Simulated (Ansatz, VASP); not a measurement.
## Two plane-wave programs on CdTe

File INCAR:

```
PREC = Accurate
ENCUT = 520
EDIFF = 1E-6
ISMEAR = -1
SIGMA = 0.02
LREAL = False
LASPH = True
NELM = 80
ALGO = Normal
ISIF = 2
LWAVE = False
LCHARG = False
GGA = PE
NBANDS = 16
```

Contents of KPOINTS:

```
Automatic mesh
0
Gamma
  6 6 6
```

The input POSCAR:

```
CdTe
1.0
    0.0000000000      3.1704046149      3.2799551157
    3.1704046149      0.0000000000      3.2799551157
    3.1704046149      3.1704046149      0.0000000000
Cd Te
1 1
Direct
    0.0000000000      0.0000000000      0.0000000000
    0.2500000000      0.2500000000      0.2500000000
```

Input for Ansatz:

```yaml
crystal:
  lattice:
    - [0.0, 3.1704046149, 3.2799551157]
    - [3.1704046149, 0.0, 3.2799551157]
    - [3.1704046149, 3.1704046149, 0.0]
  atoms:
    - { symbol: Cd, position: [0.0, 0.0, 0.0] }
    - { symbol: Te, position: [0.25, 0.25, 0.25] }
kpoints:
  mp_grid: { grid: [6, 6, 6] }
  band_path:
    path:
      - [0.0, 0.0, 0.0]
      - [-0.5, -0.5, 0.0]
      - [-0.375, -0.375, 0.25]
      - [-0.375, 0.0, 0.375]
      - [0.0, 0.0, 0.5]
      - [-0.5, -0.25, 0.25]
    npoints: 1
hamiltonian:
  xc: pbe
scf:
  occupations: { method: fermi_dirac, width: 0.02 }
  n_extra_bands: 4
output:
  forces: true
  stress: true
  eigenvalues: true
```

Change from the starting cell: biaxial_xy strain -3.3%.

Alike in both runs: task single point; functional PBE; k mesh 6 × 6 × 6; occupations fermi-dirac, width 0.02 eV; no spin polarisation.

```csv
,VASP,Ansatz
version,VASP 6.6.1,Ansatz 0.2.0
potentials or method,"VASP PAW PBE potentials, release 64 (Cd, Te)","plane waves, PAW"
plane-wave cutoff (eV),520,420
valence electrons in the cell,18,36
```

```csv
,VASP,Ansatz,Ansatz less VASP
gap on the k mesh at the Fermi level (eV),0.82,0.82,0.000
pressure (GPa),4.3,4.2,-0.16
largest component of the traceless stress (GPa),0.33,0.33,+0.002
```

The two sets of potentials don't hold the same shells in valence.

Caveats: spin-orbit coupling is left out, which moves the levels of the heavy elements.
